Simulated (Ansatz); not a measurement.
## Equation of state of ZnGeP2 and its gap

A database entry relaxed whole under r2SCAN (I-42d):

```yaml
crystal:
  lattice:
    - [-2.72284, 2.72284, 5.36656]
    - [2.72284, -2.72284, 5.36656]
    - [2.72284, 2.72284, -5.36656]
  atoms:
    - { symbol: Zn, position: [0.00000, 0.00000, 0.00000] }
    - { symbol: Zn, position: [0.75000, 0.25000, 0.50000] }
    - { symbol: Ge, position: [0.50000, 0.50000, 0.00000] }
    - { symbol: Ge, position: [0.25000, 0.75000, 0.50000] }
    - { symbol: P, position: [0.37500, 0.37919, 0.50419] }
    - { symbol: P, position: [0.62081, 0.12500, 0.99581] }
    - { symbol: P, position: [0.87500, 0.87081, 0.49581] }
    - { symbol: P, position: [0.12919, 0.62500, 0.00419] }
```

The cell was scaled uniformly, its shape held, and the atoms relaxed at each volume with plane-wave PAW DFT (Ansatz 0.2.0; r2SCAN, 500 eV, 8×8×8 Γ-centred mesh, fermi-dirac occupations of width 0.020 eV; no spin, no spin-orbit coupling). One row is withheld.

| volume (Å³/atom) | energy over the lowest (meV/atom) | pressure (GPa) | gap over mesh and path (eV) |
| --- | --- | --- | --- |
| 18.700 | 21.2 | 6.00 | 1.34 |
| 19.098 | 9.1 | 3.79 | 1.37 |
| 19.496 | ? | ? | ? |
| 19.893 | 0.0 | 0.02 | 1.43 |
| 20.291 | 2.0 | -1.58 | 1.46 |
| 20.689 | 7.7 | -3.01 | 1.45 |
| 21.087 | 16.8 | -4.29 | 1.40 |

Problem. Fit the pressures of the other rows to the third-order Birch-Murnaghan form.

Solution. With f = [(V₀/V)^(2/3) − 1]/2 and P = 3B₀f(1 + 2f)^(5/2)[1 + 3(B₀′ − 4)f/2], least squares gives V₀ = 19.90 Å³ an atom, B₀ = 84.1 GPa and B₀′ = 4.5; the rows miss the fit by less than 0.01 GPa. The slope of the energies differs from these pressures by less than 0.05 GPa.

Problem. How does the gap move with volume?

Solution. It runs from 1.34 eV at the smallest volume to 1.40 eV at the largest, not along one parabola: a band edge changes its place in the zone on the way, so no one slope is given.

Problem. What does the withheld row hold?

Solution. The fit gives 1.80 GPa at 19.496 Å³; the run gave 1.80 GPa and 2.2 meV an atom. Its gap is 1.40 eV.

Caveats: the shape of the cell was held, so B₀ is an upper bound where the axes differ in stiffness; 0 K, fixed nuclei; the symmetry was kept, and this need not be the phase that is stable at 0 K; one mesh for all volumes; r2SCAN gaps lie as a rule under measured ones; pressure is positive in compression.
